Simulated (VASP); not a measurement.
BaTiO$_{3}$ (strained cubic perovskite): one r²SCAN single-point calculation in two programs

```
CELL_PARAMETERS angstrom
3.95416 0.00000 0.00000
0.00000 3.95416 0.00000
0.00000 0.00000 3.95416
ATOMIC_POSITIONS crystal
Ba 0.00000 0.00000 0.00000
Ti 0.50000 0.50000 0.50000
O 0.50000 0.50000 0.00000
O 0.50000 0.00000 0.50000
O 0.00000 0.50000 0.50000
```

Each program uses its own PAW datasets. VASP's cell holds 40 valence electrons and Ansatz's 40. Ansatz's stress includes a Pulay correction; VASP's doesn't.

Cutoffs: 520 eV in VASP, 500 eV in Ansatz. k meshes: 6×6×6 and 6×6×6.

|  | VASP | Ansatz |
| --- | --- | --- |
| gap between bands v and c | 2.22 eV | 2.25 eV |
| least direct gap | 2.34 eV | 2.32 eV |
| pressure | 8.1 GPa | 5.8 GPa |

Band v is the last that the valence electrons fill when counted band by band, and c is the next. Levels in eV from the top of v, Ansatz:

```json
{"point": "Γ", "v−1": "-0.07", "v": "-0.07", "c": "2.25", "c+1": "2.25"}
{"point": "X", "v−1": "-0.70", "v": "-0.70", "c": "2.38", "c+1": "4.05"}
{"point": "M", "v−1": "-0.82", "v": "-0.05", "c": "4.07", "c+1": "4.07"}
{"point": "R", "v−1": "0.00", "v": "0.00", "c": "4.79", "c+1": "4.79"}
```

VASP:

```
point    v−1      v     c   c+1
    Γ  -0.12  -0.12  2.22  2.22
    X  -0.75  -0.75  2.39  4.05
    M  -0.86  -0.09  4.06  4.06
    R   0.00   0.00  4.79  4.79
```
